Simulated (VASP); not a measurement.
# RbBr (Fm-3m) in VASP: further runs, part 3 of 3

VASP 6.6.1. The steps go on from the part before.

## 4. Single point, r2SCAN

The input, INCAR:

```
PREC     = Accurate       # precision mode
ENCUT    = 250            # plane-wave cutoff, eV
EDIFF    = 1E-6           # SCF threshold, eV
ISMEAR   = 0              # smearing method
SIGMA    = 0.05           # smearing width, eV
LREAL    = False          # projectors in reciprocal space
LASPH    = True           # aspherical terms in the spheres
NELM     = 100            # most SCF steps
ALGO     = Normal         # electronic algorithm
ISIF     = 2              # what is computed and relaxed
LWAVE    = False          # write WAVECAR
LCHARG   = False          # write CHGCAR
METAGGA  = R2SCAN         # meta-GGA
LMIXTAU  = True         
NBANDS   = 15             # bands
ADDGRID  = False
```

The input, KPOINTS:

```
Automatic mesh
0
Gamma
  5 5 5
```

The input, POSCAR:

```
RbBr
1.0
    0.0000000000      3.4270000000      3.4270000000
    3.4270000000      0.0000000000      3.4270000000
    3.4270000000      3.4270000000      0.0000000000
Rb Br
1 1
Direct
   -0.0027730000      0.0260310000     -0.0127250000
    0.5081730000      0.5251300000      0.4723360000
```

Command:

```sh
$ cat potpaw_PBE.64/Rb_sv/POTCAR potpaw_PBE.64/Br/POTCAR > POTCAR
$ mpirun -np 1 vasp_std > vasp.out
```

Run time: 2.9 min. Hardware: 1 thread of Intel Xeon Platinum 8375C at 2.90GHz (Ice Lake), shared host; peak memory 0.17 GiB.

The run converged, but some of its settings lie outside the range that counts as converged, so its numbers aren't taken as properties of the crystal.

Results:

```yaml
Free_energy: -31.1490 eV
Largest_force: 0.090 eV/Å
Band_gap_on_the_k_mesh: 4.97 eV, direct
```

Caveat: the cutoff is under 1.25 times the usual one of these potentials, so pressure, stress and relaxed cells hold a basis-set (Pulay) error; the PAW data sets were made with another functional, which shifts forces and pressure a little.

## 5. Single point, r2SCAN

INCAR: that of step 4 with these lines changed.

```diff
@@ -1,3 +1,3 @@
 PREC     = Accurate       # precision mode
-ENCUT    = 250            # plane-wave cutoff, eV
+ENCUT    = 300            # plane-wave cutoff, eV
 EDIFF    = 1E-6           # SCF threshold, eV
```

KPOINTS is that of step 4.

The input, POSCAR:

```
RbBr
1.0
    0.0000000000      3.4270000000      3.4270000000
    3.4270000000      0.0000000000      3.4270000000
    3.4270000000      3.4270000000      0.0000000000
Rb Br
1 1
Direct
    0.0000000000      0.0000000000      0.0000000000
    0.5000000000      0.5000000000      0.5000000000
```

Potentials or basis: VASP PAW PBE potentials, release 64 (Rb_sv, Br).

Command:

```sh
$ cat potpaw_PBE.64/Rb_sv/POTCAR potpaw_PBE.64/Br/POTCAR > POTCAR
$ mpirun -np 1 vasp_std > vasp.out
```

OUTCAR:

```text
PREC = Accurate
   ENCUT = 300
   EDIFF = 1E-6
   ISMEAR = 0
   LREAL = False
   LASPH = True
   NELM = 100
   ISIF = 2
   METAGGA = R2SCAN

 Found     10 irreducible k-points:

 Following reciprocal coordinates:
            Coordinates               Weight
  0.000000  0.000000  0.000000      1.000000
  0.200000  0.000000  0.000000      8.000000
  0.400000  0.000000  0.000000      8.000000
  0.200000  0.200000  0.000000      6.000000
  0.400000  0.200000  0.000000     24.000000
 -0.400000  0.200000  0.000000     24.000000
   k-points           NKPTS =     10   k-points in BZ     NKDIM =     10   number of bands    NBANDS=     15
   number of dos      NEDOS =    301   number of ions     NIONS =      2
   total plane-waves  NPLWV =  21952
   dimension x,y,z NGX =    28 NGY =   28 NGZ =   28
   dimension x,y,z NGXF=    56 NGYF=   56 NGZF=   56
   ions per type =               1   1
   NGX,Y,Z   is equivalent  to a cutoff of   9.60,  9.60,  9.60 a.u.
   NGXF,Y,Z  is equivalent  to a cutoff of  19.21, 19.21, 19.21 a.u.
 SYSTEM =  unknown system
   PREC   = accura    normal or accurate (medium, high low for compatibility)
   ISTART =      0    job   : 0-new  1-cont  2-samecut
   ICHARG =      2    charge: 1-file 2-atom 10-const
   ISPIN  =      1    spin polarized calculation?
   LNONCOLLINEAR =      F non collinear calculations
   LSORBIT =      F    spin-orbit coupling
[... 70 lines left out ...]
     10       5.7218      0.00000
     11       5.7218      0.00000
     12       5.7218      0.00000
     13       6.7911      0.00000
     14       6.7911      0.00000
[... 77 lines left out ...]
      2     -14.7856      2.00000
      3     -10.9178      2.00000
      4     -10.8614      2.00000
      5     -10.8227      2.00000
      6      -2.9469      2.00000
      7      -2.5006      2.00000
      8      -2.4902      2.00000
      9       5.2688      0.00000
     10       5.9005      0.00000
     11       7.4431      0.00000
     12       7.8674      0.00000
     13       8.0045      0.00000
     14       9.6000      0.00000
     15       9.8272      0.00000

 [... further k-points ...]

------------------------ aborting loop because EDIFF is reached ----------------------------------------

  FORCE on cell =-STRESS in cart. coord.  units (eV):
  Direction    XX          YY          ZZ          XY          YZ          ZX
  --------------------------------------------------------------------------------------
  -------------------------------------------------------------------------------------
  Total        0.2314583      0.2314583      0.2314583      0.0000000      0.0000000      0.0000000
  in kB        4.6069246      4.6069246      4.6069246      0.0000000      0.0000000      0.0000000
  external PRESSURE =       4.6069246 kB  Pullay stress =       0.0000000 kB

 VOLUME and BASIS-vectors are now :
 -----------------------------------------------------------------------------
  energy-cutoff  :      300.00
  volume of cell :       80.50
      direct lattice vectors                 reciprocal lattice vectors
     0.000000000  3.427000000  3.427000000    -0.145900204  0.145900204  0.145900204
     3.427000000  0.000000000  3.427000000     0.145900204 -0.145900204  0.145900204
     3.427000000  3.427000000  0.000000000     0.145900204  0.145900204 -0.145900204

 POSITION                                       TOTAL-FORCE (eV/Angst)
 -----------------------------------------------------------------------------------
      0.00000      0.00000      0.00000        -0.000000     -0.000000     -0.000000
      3.42700      3.42700      3.42700         0.000000      0.000000      0.000000
 -----------------------------------------------------------------------------------
    total drift:                                0.000000      0.000000      0.000000

  FREE ENERGIE OF THE ION-ELECTRON SYSTEM (eV)
  ---------------------------------------------------
  free  energy   TOTEN  =       -31.1500725173 eV

  energy  without entropy=      -31.1500725173  energy(sigma->0) =      -31.15007252
```

OSZICAR:

```text
N       E                     dE             d eps       ncg     rms          rms(c)
DAV:   1     0.378270209825E+02    0.37827E+02   -0.48181E+03   300   0.600E+02
DAV:   2    -0.314177069982E+02   -0.69245E+02   -0.61675E+02   429   0.145E+02
DAV:   3    -0.356103065012E+02   -0.41926E+01   -0.41704E+01   384   0.361E+01
[... 13 lines left out ...]
DAV:  17    -0.311500644217E+02   -0.26869E-04   -0.67740E-06   402   0.215E-02    0.283E-03
DAV:  18    -0.311500567521E+02    0.76697E-05   -0.72842E-06   314   0.242E-02    0.190E-03
DAV:  19    -0.311500684494E+02   -0.11697E-04   -0.27899E-06   307   0.143E-02    0.678E-04
DAV:  20    -0.311500725440E+02   -0.40946E-05   -0.79253E-07   234   0.895E-03    0.367E-04
DAV:  21    -0.311500725173E+02    0.26652E-07   -0.57119E-08   185   0.175E-03
   1 F= -.31150073E+02 E0= -.31150073E+02  d E =-.802851E-22
```

Run time: 47 s. Hardware: 1 thread of Intel Xeon Platinum 8375C at 2.90GHz (Ice Lake), shared host; peak memory 0.16 GiB.

The run converged, but some of its settings lie outside the range that counts as converged, so its numbers aren't taken as properties of the crystal.

Results:

```yaml
Free_energy: -31.1501 eV
Pressure: 0.5 GPa
Band_gap_on_the_k_mesh: 4.97 eV, direct
```

Caveat: the PAW data sets were made with another functional, which shifts forces and pressure a little.

## 6. Single point, r2SCAN

INCAR is that of step 5.

KPOINTS is that of step 5.

The input, POSCAR:

```
RbBr
1.0
    0.0000000000      3.4270000000      3.4270000000
    3.4270000000      0.0000000000      3.4270000000
    3.4270000000      3.4270000000      0.0000000000
Rb Br
1 1
Direct
   -0.0027730000      0.0260310000     -0.0127250000
    0.5081730000      0.5251300000      0.4723360000
```

Potentials or basis: VASP PAW PBE potentials, release 64 (Rb_sv, Br).

Command:

```sh
$ cat potpaw_PBE.64/Rb_sv/POTCAR potpaw_PBE.64/Br/POTCAR > POTCAR
$ mpirun -np 1 vasp_std > vasp.out
```

OUTCAR:

```text
PREC = Accurate
   ENCUT = 300
   EDIFF = 1E-6
   ISMEAR = 0
   LREAL = False
   LASPH = True
   NELM = 100
   ISIF = 2
   METAGGA = R2SCAN

 Found     63 irreducible k-points:

 Following reciprocal coordinates:
            Coordinates               Weight
  0.000000  0.000000  0.000000      1.000000
  0.200000  0.000000  0.000000      2.000000
  0.000000  0.200000  0.000000      2.000000
  0.000000  0.000000  0.200000      2.000000
  0.200000  0.200000  0.200000      2.000000
[... 185 lines left out ...]
------------------------ aborting loop because EDIFF is reached ----------------------------------------

  FORCE on cell =-STRESS in cart. coord.  units (eV):
  Direction    XX          YY          ZZ          XY          YZ          ZX
  --------------------------------------------------------------------------------------
  -------------------------------------------------------------------------------------
  Total        0.2585382      0.2302226      0.2406580     -0.0019686      0.0011832      0.0047642
  in kB        5.1459202      4.5823277      4.7900345     -0.0391833      0.0235510      0.0948257
  external PRESSURE =       4.8394275 kB  Pullay stress =       0.0000000 kB

 VOLUME and BASIS-vectors are now :
 -----------------------------------------------------------------------------
  energy-cutoff  :      300.00
  volume of cell :       80.50
      direct lattice vectors                 reciprocal lattice vectors
     0.000000000  3.427000000  3.427000000    -0.145900204  0.145900204  0.145900204
     3.427000000  0.000000000  3.427000000     0.145900204 -0.145900204  0.145900204
     3.427000000  3.427000000  0.000000000     0.145900204  0.145900204 -0.145900204

 POSITION                                       TOTAL-FORCE (eV/Angst)
 -----------------------------------------------------------------------------------
      3.47260      6.80089      3.50671        -0.074984     -0.018753      0.047122
      3.41832      3.36020      3.54113         0.074984      0.018753     -0.047122
 -----------------------------------------------------------------------------------
    total drift:                                0.002546      0.000651     -0.000884

  FREE ENERGIE OF THE ION-ELECTRON SYSTEM (eV)
  ---------------------------------------------------
  free  energy   TOTEN  =       -31.1471554929 eV

  energy  without entropy=      -31.1471554929  energy(sigma->0) =      -31.14715549
```

stdout:

```text
POSCAR found type information on POSCAR RbBr
 POSCAR found :  2 types and       2 ions
 scaLAPACK will be used
 -----------------------------------------------------------------------------
|                                                                             |
|                                                                             |
|     You enforced a specific xc type in the INCAR file but a different       |
|     I HOPE YOU KNOW WHAT YOU ARE DOING!                                     |
|                                                                             |
 -----------------------------------------------------------------------------

 LDA part: xc-table for (None), standard interpolation
 POSCAR, INCAR and KPOINTS ok, starting setup
 FFT: planning ... GRIDC
 FFT: planning ... GRID_SOFT
 FFT: planning ... GRID
 WAVECAR not read
 entering main loop
```

It took 3.3 min on 1 thread of Intel Xeon Platinum 8375C at 2.90GHz (Ice Lake), shared host; peak memory 0.18 GiB.

The run converged, but some of its settings lie outside the range that counts as converged, so its numbers aren't taken as properties of the crystal.

Results:

```
Free energy            : -31.1472 eV
Pressure               : 0.5 GPa
Largest force          : 0.091 eV/Å
Band gap on the k mesh : 4.97 eV, direct
```

Caveat: the PAW data sets were made with another functional, which shifts forces and pressure a little.
